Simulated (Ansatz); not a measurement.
# Tantalum, diamond under PBE: structure, energy and stiffness

What does PBE give for tantalum in the diamond structure? We relax it, solve it on a dense k-mesh, switch on spin-orbit coupling, then scale the cell to 7 volumes from 88 to 112 % of the relaxed one and try a fit of the equation of state. The k-meshes are 9×9×9 for the relaxation; 15×15×15 for the dense run; 9×9×9 for spin-orbit coupling; 10×10×10 for the volumes.

This is Ta in the diamond structure; at room conditions it is bcc.

Program: Ansatz 0.2.0. Level of theory: DFT PBE, plane waves (420 eV) with PAW, scalar-relativistic. These are calculated values, not measurements.

**1. The structure to begin with**

It takes space group Fd-3m (No. 227, cubic). The conventional cell has a = 5.800 Å, b = 5.800 Å, c = 5.800 Å, α = 90.00°, β = 90.00°, γ = 90.00°. Around Ta (site symmetry -43m) lie 4 Ta at 2.51 Å.

As a file:

```cif
data_structure
_symmetry_space_group_name_H-M 'Fd-3m:1'
_symmetry_Int_Tables_number 227
_cell_length_a 5.7997
_cell_length_b 5.7997
_cell_length_c 5.7997
_cell_angle_alpha 90.000
_cell_angle_beta 90.000
_cell_angle_gamma 90.000
_cell_volume 195.08
loop_
_atom_site_label
_atom_site_type_symbol
_atom_site_symmetry_multiplicity
_atom_site_Wyckoff_symbol
_atom_site_fract_x
_atom_site_fract_y
_atom_site_fract_z
_atom_site_occupancy
Ta1 Ta 8 b 0.75000 0.75000 0.75000 1
```

**2. Geometry optimisation**

File input.yaml:

```yaml
crystal:
  lattice:
    - [0.0, 2.8998653517, 2.8998653517]
    - [2.8998653517, 0.0, 2.8998653517]
    - [2.8998653517, 2.8998653517, 0.0]
  atoms:
    - { symbol: Ta, position: [0.125, 0.125, 0.125] }
    - { symbol: Ta, position: [0.875, 0.875, 0.875] }
hamiltonian:
  xc: pbe
  pseudopotentials:
    kind: paw
    azcp:
      Ta: "pseudopotentials/Ta.paw.azcp"
basis:
  ecutwfc: 420
  fft_grid_basis: typed
kpoints:
  mp_grid: { grid: [9, 9, 9], shift: [0, 0, 0] }
magnetization:
  spin_polarized: false
scf:
  occupations: { method: fermi_dirac, width: 0.1 }
relax:
  max_steps: 60
  f_tol: 0.01
  cell: {}
```

Command:

```bash
ansatz run input.yaml --threads 1 --pin off --max-ram 3584MiB --backend cpu --events-out ev --progress --plain --runs-dir out
```

Further steps of the session: The energy on a finer k-mesh; With spin-orbit coupling; At 88 % of the relaxed volume; At 92 % of the relaxed volume; At 96 % of the relaxed volume; At 100 % of the relaxed volume; At 104 % of the relaxed volume; At 108 % of the relaxed volume; At 112 % of the relaxed volume.

Q: Predict the outcome of this session. Wanted: space group; conventional cell; volume; shortest distance; gap on the mesh; relative to bcc; highest ELF outside the cores; V₀, B₀, B₀′.

**Answer**, as computed:

```
                      quantity                               value
space group (spins left aside)                     Fd-3m (No. 227)
             conventional cell                         a = 6.106 Å
                        volume                      28.455 Å³/atom
             shortest distance                             2.644 Å
               gap on the mesh        none (levels filled in part)
               relative to bcc                      +2896 meV/atom
 highest ELF outside the cores  0.45, 1.43 Å from the nearest atom
                   V₀, B₀, B₀′         28.417 Å³/atom, 70 GPa, 3.3
```

**Reading.** From the guessed start the volume grew by 16.7 % in 5 steps. Against the reference form of tantalum (bcc, computed apart with the same settings) it stands 2896 meV/atom higher, so it is far from stable. No gap shows: it is a metal or semimetal at this level. Totals with and without spin-orbit coupling (-22.5 eV/atom apart) can't be read as binding, since the two-component data shift the zero of energy. B₀ comes out at 70 GPa. The symmetry was held, so the structure may be unstable against distortions that break it.
